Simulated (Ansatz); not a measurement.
**SiC: equation of state with LDA**

Crystal: SiC.

```
Si C
1.0
     3.07569    0.00000    0.00000
    -1.53785    2.66363    0.00000
     0.00000    0.00000   10.07065
Si C
4 4
Direct
  0.00000 0.00000 0.18789
  0.00000 0.00000 0.68789
  0.33333 0.66667 0.43784
  0.66667 0.33333 0.93784
  0.00000 0.00000 0.00046
  0.00000 0.00000 0.50046
  0.33333 0.66667 0.24980
  0.66667 0.33333 0.74980
```

The cell is a database's computed one.

| Item | Value |
| --- | --- |
| Program | Ansatz 0.2.0 |
| Task | equation of state |
| Functional | LDA |
| Potentials or basis | PseudoDojo LDA |
| Cutoff | 1116 eV |
| Density cutoff | 4463 eV |
| k mesh | 10 × 10 × 3 |
| Occupations | fermi-dirac, width 0.05 eV |
| Spin | no spin polarisation |

- Equilibrium volume: 10.12 Å³/atom
- Bulk modulus at fixed shape and positions: 229 GPa
- Pressure derivative of the bulk modulus: 3.9

Energy against volume, from the lowest point:
```csv
volume (Å³/atom),energy (meV/atom)
9.694,13.43
9.900,3.38
10.107,0.00
10.313,2.65
10.519,10.78
10.726,23.85
10.932,41.41
```

All runs of the series together: 80 s on 2 threads of Arm Neoverse V1, with other jobs on the host.

Caveat: the cell was scaled at fixed shape and fractional positions, which overstates the stiffness of a crystal with free parameters, most of all of layers and chains.
